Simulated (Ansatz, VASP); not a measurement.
## Cd2S: VASP beside Ansatz

```
CELL_PARAMETERS angstrom
3.98891 0.00000 0.00000
-1.99446 3.45450 0.00000
0.00000 0.00000 5.84766
ATOMIC_POSITIONS crystal
Cd 0.33333 0.66667 0.93272
Cd 0.66667 0.33333 0.57873
S 0.33333 0.66667 0.36571
```

Change from the starting cell: volume scaled by 1.02.

Alike in both runs: task single point; functional PBE; k mesh 8 × 8 × 5; occupations fermi-dirac, width 0.05 eV; no spin polarisation.

```csv
,VASP,Ansatz
version,VASP 6.6.1,Ansatz 0.2.0
potentials or method,"VASP PAW PBE potentials, release 64 (Cd, S)",Ansatz PAW
plane-wave cutoff (eV),520,420
valence electrons in the cell,30,46
```

|  | VASP | Ansatz | Ansatz less VASP |
| --- | --- | --- | --- |
| gap on the k mesh at the Fermi level (eV) | 0.25 | 0.25 | +0.001 |
| least direct gap on the mesh (eV) | 0.56 | 0.57 | +0.001 |
| pressure (GPa) | -0.7 | -0.9 | -0.24 |
| largest component of the traceless stress (GPa) | 0.21 | 0.27 | +0.066 |
| rms of the force components (eV/Å) | 0.051 | 0.059 | +0.0084 |

Atom by atom the forces differ by 0.009 eV/Å (rms over components). With one functional, cell and mesh, what is left measures potentials, basis and numerics. The two sets of potentials don't hold the same shells in valence.

Caveats: an odd mesh through Γ misses points on the zone boundary, where band edges often lie (VASP); odd divisions of the mesh miss points on the zone boundary, where band edges often lie, so the gap on the mesh can be too wide (Ansatz).
